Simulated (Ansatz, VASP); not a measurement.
**Two plane-wave programs on N**

Contents of INCAR:

```
SYSTEM = N
PREC = Accurate ; ENCUT = 520
EDIFF = 1E-6 ; ISMEAR = 0
SIGMA = 0.1 ; LREAL = .FALSE.
LASPH = .TRUE. ; NELM = 80
ALGO = Fast ; ISIF = 2
LWAVE = .FALSE. ; LCHARG = .FALSE.
GGA = PE ; IVDW = 12
NBANDS = 30
```

File KPOINTS:

```
regular mesh
0
G
  4 4 4
  0 0 0
```

Contents of POSCAR:

```
N
1.0
    5.8151017200      0.0000000000      0.0000000000
    0.0000000000      5.8151017200      0.0000000000
    0.0000000000      0.0000000000      5.8151017200
N
8
Direct
    0.0639014400      0.0639014400      0.0639014400
    0.4360985600      0.9360985600      0.5639014400
    0.5639014400      0.4360985600      0.9360985600
    0.9360985600      0.5639014400      0.4360985600
    0.9541388600      0.9541388600      0.9541388600
    0.5458611400      0.0458611400      0.4541388600
    0.4541388600      0.5458611400      0.0458611400
    0.0458611400      0.4541388600      0.5458611400
```

Input for Ansatz:

```yaml
crystal:
  lattice:
    - [5.81510172, 0.0, 0.0]
    - [0.0, 5.81510172, 0.0]
    - [0.0, 0.0, 5.81510172]
  atoms:
    - { symbol: "N", position: [0.06390144, 0.06390144, 0.06390144] }
    - { symbol: "N", position: [0.43609856, 0.93609856, 0.56390144] }
    - { symbol: "N", position: [0.56390144, 0.43609856, 0.93609856] }
    - { symbol: "N", position: [0.93609856, 0.56390144, 0.43609856] }
    - { symbol: "N", position: [0.95413886, 0.95413886, 0.95413886] }
    - { symbol: "N", position: [0.54586114, 0.04586114, 0.45413886] }
    - { symbol: "N", position: [0.45413886, 0.54586114, 0.04586114] }
    - { symbol: "N", position: [0.04586114, 0.45413886, 0.54586114] }
basis:
  ecutwfc: 420
kpoints:
  mp_grid: { grid: [4, 4, 4] }
hamiltonian:
  xc: pbe
  dispersion: d3bj
scf:
  occupations: { method: gaussian, width: 0.1 }
output:
  forces: true
  stress: true
  eigenvalues: true
```

Alike in both runs: task single point; functional PBE; dispersion D3(BJ); k mesh 4 × 4 × 4; occupations gaussian, width 0.1 eV; no spin polarisation.

```csv
,VASP,Ansatz
version,VASP 6.6.1,Ansatz 0.2.0
potentials or method,"VASP PAW PBE potentials, release 64 (N)","scalar-relativistic, plane waves, PAW"
plane-wave cutoff (eV),520,420
valence electrons in the cell,40,40
```

Ansatz gave:

| Quantity | Value |
| --- | --- |
| gap on the k mesh at the Fermi level (eV) | 7.47 |
| least direct gap on the mesh (eV) | 7.49 |
| pressure (GPa) | -0.8 |
| rms of the force components (eV/Å) | 0.307 |

Q: Estimate VASP's values.

A: gap on the k mesh at the Fermi level (eV): 7.43; least direct gap on the mesh (eV): 7.44; pressure (GPa): 1.0; rms of the force components (eV/Å): 0.648.

Atom by atom the forces differ by 0.956 eV/Å (rms over components). One of these differences is far larger than is usual between the two programs; its cause wasn't traced.

Caveats: the standard files for N, O and F lose accuracy on very short bonds; forces of over 1 eV/Å show positions far from the minimum, so gaps and moduli don't describe the material at rest. A k mesh can miss the band edges.
